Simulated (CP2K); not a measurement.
Wanted: the native input for a CP2K 2026.2 run.

- Task: work function
- Functional: PBE
- Potentials or basis: POTENTIAL_UZH S GTH-PBE-q6, Mo GTH-PBE-q14; TZVP-MOLOPT-PBE-GTH basis
- Density cutoff: 6123 eV
- k mesh: 10 × 10 × 1
- Occupations: fermi-dirac, width 0.05 eV
- Spin: no spin polarisation
- SCF solver: diagonalisation with k points
- Quickstep method: GPW
- EPS_DEFAULT: 1.0E-10
- EPS_SCF: 1.0E-6
- MAX_SCF: 100
- SCF_GUESS: ATOMIC
- k points reduced by the point group: yes
- Mesh centred on Gamma: yes
- CHOLESKY: OFF
- EPS_EIGVAL: 1.0E-7
- MIXING METHOD: BROYDEN_MIXING
- MIXING ALPHA: 0.2
- NBUFFER: 8
- NGRIDS: 5
- Basis sets: S TZVP-MOLOPT-PBE-GTH-q6, Mo TZVP-MOLOPT-PBE-GTH-q14
- Potentials: S GTH-PBE-q6 of POTENTIAL_UZH, Mo GTH-PBE-q14 of POTENTIAL_UZH
- ADDED_MOS: [24]
- MPI ranks: 2
- REL_CUTOFF (Ry): 60 Ry
- MIXING BETA (1/bohr): 1.5 1/bohr
- CUTOFF of the grids: 450 Ry

Slab: MoS2, a slab with vacuum.

```xyz
6
Lattice="3.1710 0.0000 0.0000 -1.5855 2.7462 0.0000 0.0000 0.0000 24.1725" Properties=species:S:1:pos:R:3 pbc="T T T"
S     0.0000    0.0000    7.5000
Mo    1.5855    0.9154    9.0288
S     0.0000    1.8308   10.5575
S     1.5855    0.9154   13.6150
Mo    0.0000    1.8308   15.1438
S     0.0000    0.0000   16.6725
```

The cell isn't the ideal one: the (0 0 1) slab of MoS2, cut from the database cell, not relaxed.

One way to write it, as run:

mos2_workfunction.inp

```
&GLOBAL
  PROJECT mos2_workfunction
  RUN_TYPE ENERGY_FORCE
  PRINT_LEVEL LOW
&END GLOBAL
&FORCE_EVAL
  METHOD QS
  &DFT
    BASIS_SET_FILE_NAME BASIS_MOLOPT_UZH
    POTENTIAL_FILE_NAME POTENTIAL_UZH
    &MGRID
      CUTOFF 450
      REL_CUTOFF 60
      NGRIDS 5
    &END MGRID
    &QS
      METHOD GPW
      EPS_DEFAULT 1.0E-10
    &END QS
    &KPOINTS
      SCHEME MONKHORST-PACK 10 10 1
      GAMMA_CENTERED T
      SYMMETRY T
      SYMMETRY_BACKEND SPGLIB
    &END KPOINTS
    &SCF
      SCF_GUESS ATOMIC
      EPS_SCF 1.0E-6
      MAX_SCF 100
      ADDED_MOS 24
      CHOLESKY OFF
      EPS_EIGVAL 1.0E-7
      &DIAGONALIZATION ON
        ALGORITHM STANDARD
      &END DIAGONALIZATION
      &MIXING ON
        METHOD BROYDEN_MIXING
        ALPHA 0.2
        BETA 1.5
        NBUFFER 8
      &END MIXING
      &SMEAR ON
        METHOD FERMI_DIRAC
        ELECTRONIC_TEMPERATURE [K] 580.226
      &END SMEAR
    &END SCF
    &XC
      &XC_FUNCTIONAL PBE
      &END XC_FUNCTIONAL
    &END XC
    &PRINT
      &KPOINTS ON
      &END KPOINTS
      &MULLIKEN ON
      &END MULLIKEN
      &MO ON
        ENERGIES T
        OCCUPATION_NUMBERS T
        &EACH
          QS_SCF 0
        &END EACH
        ADD_LAST NUMERIC
      &END MO
      &LOWDIN ON
      &END LOWDIN
      &HIRSHFELD ON
        SHAPE_FUNCTION DENSITY
      &END HIRSHFELD
      &E_DENSITY_CUBE ON
        STRIDE 1
      &END E_DENSITY_CUBE
      &V_HARTREE_CUBE ON
        STRIDE 1
      &END V_HARTREE_CUBE
      &ELF_CUBE ON
        STRIDE 1
      &END ELF_CUBE
    &END PRINT
  &END DFT
  &SUBSYS
    &CELL
      A 3.1710014916 0.0000000000 0.0000000000
      B -1.5855007458 2.7461678472 0.0000000000
      C 0.0000000000 0.0000000000 24.1725000000
      PERIODIC XYZ
    &END CELL
    &COORD
      SCALED
      S   0.0000000000 0.0000000000 0.3102699348
      Mo  0.6666666667 0.3333333333 0.3735132899
      S   0.3333333333 0.6666666667 0.4367566449
      S   0.6666666667 0.3333333333 0.5632433551
      Mo  0.3333333333 0.6666666667 0.6264867101
      S   0.0000000000 0.0000000000 0.6897300652
    &END COORD
    &KIND S
      BASIS_SET TZVP-MOLOPT-PBE-GTH-q6
      POTENTIAL GTH-PBE-q6
    &END KIND
    &KIND Mo
      BASIS_SET TZVP-MOLOPT-PBE-GTH-q14
      POTENTIAL GTH-PBE-q14
    &END KIND
    &PRINT
      &ATOMIC_COORDINATES ON
      &END ATOMIC_COORDINATES
      &CELL ON
      &END CELL
    &END PRINT
  &END SUBSYS
  &PRINT
    &FORCES ON
    &END FORCES
  &END PRINT
&END FORCE_EVAL
```

Potentials or basis: POTENTIAL_UZH S GTH-PBE-q6, Mo GTH-PBE-q14; TZVP-MOLOPT-PBE-GTH basis.

Run with:

```bash
$ OMP_NUM_THREADS=1 mpirun -n 2 cp2k.psmp -i mos2_workfunction.inp -o mos2_workfunction.out
```

Results of the run:

```
Largest force                   : 1.268 eV/Å
Band gap on the k mesh          : none (metal or under the smearing width)
Mulliken charges                : S +0.12, +0.18; Mo -0.29 e
Hirshfeld charges               : S -0.12; Mo +0.25 e
Work function                   : 5.10 eV
Work function of the upper face : 5.10 eV
Work function of the lower face : 5.10 eV
```

Caveat: Mulliken charges move with the basis; the cell's inner coordinates are idealised or old, which leaves forces on the atoms; the basis of atomic orbitals isn't converged, which shifts pressures, moduli and gaps.

Run time: 51 s on 2 MPI ranks on Arm Neoverse V1 (shared host).
